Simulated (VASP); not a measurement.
# AlFe, electron localisation function: which settings are enough?

AlFe, Pm-3m (no. 221), 2 atoms in the cell. R2SCAN, electron localisation function; PAW potentials Fe, Al (PBE set). VASP 6.6.1.

Wanted: ELF midway between neighbours within 0.01; largest ELF farther than 0.7 Å from a nucleus within 0.02.

ELF midway between neighbours: taken midway between the nearest atoms of each pair of elements, bonded or not: Fe-Al (2.52 Å), Fe-Fe (2.91 Å), Al-Al (2.91 Å). Largest ELF farther than 0.7 Å from a nucleus: the largest value farther than 0.7 Å from every nucleus, which can lie in a semicore shell.

POSCAR:
```
AlFe
1.0
    2.9100000000      0.0000000000      0.0000000000
    0.0000000000      2.9100000000      0.0000000000
    0.0000000000      0.0000000000      2.9100000000
Fe Al
1 1
Direct
    0.5000000000      0.5000000000      0.5000000000
    0.0000000000      0.0000000000      0.0000000000
```

The series start from Cutoff ENCUT (eV): 500; k mesh: 7 × 7 × 7; PREC: Accurate; SCF threshold EDIFF (eV): 1e-6; LREAL: no. Each series keeps the choices made before it, and each single choice may use up half of a tolerance.

## Cutoff ENCUT (eV)

| Cutoff ENCUT (eV) | ELF midway between neighbours, largest deviation | Largest ELF farther than 0.7 Å from a nucleus | SCF iterations | Time (s) |
|---|---|---|---|---|
| 250 | 0.026 | 0.520 | 16 | 9.8 |
| 300 | 0.012 | 0.510 | 14 | 8.8 |
| 350 | 0.012 | 0.513 | 16 | 15 |
| 400 | 0.010 | 0.511 | 16 | 22 |
| 500 | 0.005 | 0.507 | 16 | 20 |
| 600 | 0.004 | 0.506 | 16 | 20 |
| 750 (reference) | 0.000 | 0.506 | 16 | 35 |

Chosen: 600, the loosest value from which every tighter one stays within half of the tolerance.

## k mesh

| k mesh | ELF midway between neighbours, largest deviation | Largest ELF farther than 0.7 Å from a nucleus | SCF iterations | Time (s) |
|---|---|---|---|---|
| 3 × 3 × 3 | 0.148 | 0.510 | 16 | 9.1 |
| 4 × 4 × 4 | 0.020 | 0.509 | 15 | 12 |
| 5 × 5 × 5 | 0.028 | 0.508 | 16 | 13 |
| 7 × 7 × 7 | 0.005 | 0.506 | 16 | 20 |
| 8 × 8 × 8 | 0.016 | 0.519 | 17 | 42 |
| 10 × 10 × 10 | 0.002 | 0.508 | 15 | 58 |
| 13 × 13 × 13 (reference) | 0.000 | 0.510 | 16 | 78 |

Chosen: 10 × 10 × 10.

## PREC

| PREC | ELF midway between neighbours, largest deviation | Largest ELF farther than 0.7 Å from a nucleus | SCF iterations | Time (s) |
|---|---|---|---|---|
| Normal | 0.001 | 0.508 | 15 | 44 |
| Accurate (reference) | 0.000 | 0.508 | 15 | 58 |

Chosen: Normal.

## SCF threshold EDIFF (eV)

| SCF threshold EDIFF (eV) | ELF midway between neighbours, largest deviation | Largest ELF farther than 0.7 Å from a nucleus | SCF iterations | Time (s) |
|---|---|---|---|---|
| 0.001 | 0.000 | 0.508 | 11 | 31 |
| 0.0001 | 0.000 | 0.508 | 12 | 31 |
| 1e-5 | 0.000 | 0.508 | 14 | 36 |
| 1e-6 | 0.000 | 0.508 | 15 | 44 |
| 1e-7 (reference) | 0.000 | 0.508 | 17 | 42 |

Chosen: 0.001.

## LREAL

| LREAL | ELF midway between neighbours, largest deviation | Largest ELF farther than 0.7 Å from a nucleus | SCF iterations | Time (s) |
|---|---|---|---|---|
| no | 0.000 | 0.508 | 11 | 31 |
| Auto | 0.000 | 0.508 | 11 | 31 |

Chosen: no; no other choice that stays within half of the tolerance saves 30 % of the time.

## All choices together

| Input | ELF midway between neighbours, largest deviation | Largest ELF farther than 0.7 Å from a nucleus | Time (s) |
|---|---|---|---|
| program defaults, k points 0.5 per Å apart (naive) | 0.016 | 0.530 | 3.3 |
| chosen settings | 0.005 | 0.508 | 31 |
| reference settings throughout | 0.000 | 0.510 | 144 |

The tolerance is met.

Values of the reference run: ELF midway between neighbours: 0.4003, 0.3076, 0.4994.

## The input

INCAR:
```
SYSTEM = AlFe
  ALGO = Normal
  EDIFF = 0.001
  ENCUT = 600
  ISMEAR = 0
  ISPIN = 2
  LASPH = .True.
  LCHARG = .False.
  LELF = .True.
  LMAXMIX = 4
  LMIXTAU = .True.
  LREAL = .False.
  LWAVE = .False.
  MAGMOM = 3 0
  METAGGA = R2SCAN
  NBANDS = 16
  NELM = 120
  NPAR = 1
  PREC = Normal
  SIGMA = 0.05
```

KPOINTS:
```
Automatic mesh
0
Gamma
  10 10 10
  0 0 0
```

Commands:
```
cat potpaw_PBE.64/Fe/POTCAR potpaw_PBE.64/Al/POTCAR > POTCAR
mpirun -np 2 vasp_std > vasp.out
```

Limits: with spin, the values are those of spin up; midway between neighbours spin down has 0.406, 0.548, 0.594.

The chosen input took VASP 6.6.1 31 s on 2 cores (Intel Xeon Platinum 8488C (Sapphire Rapids)), a shared host.

## An input that fails: ELF asked with k-point parallelism

VASP's message: ELF: KPAR>1 not implemented, sorry.

Changes against the starting input:
```
+ KPAR = 2
```
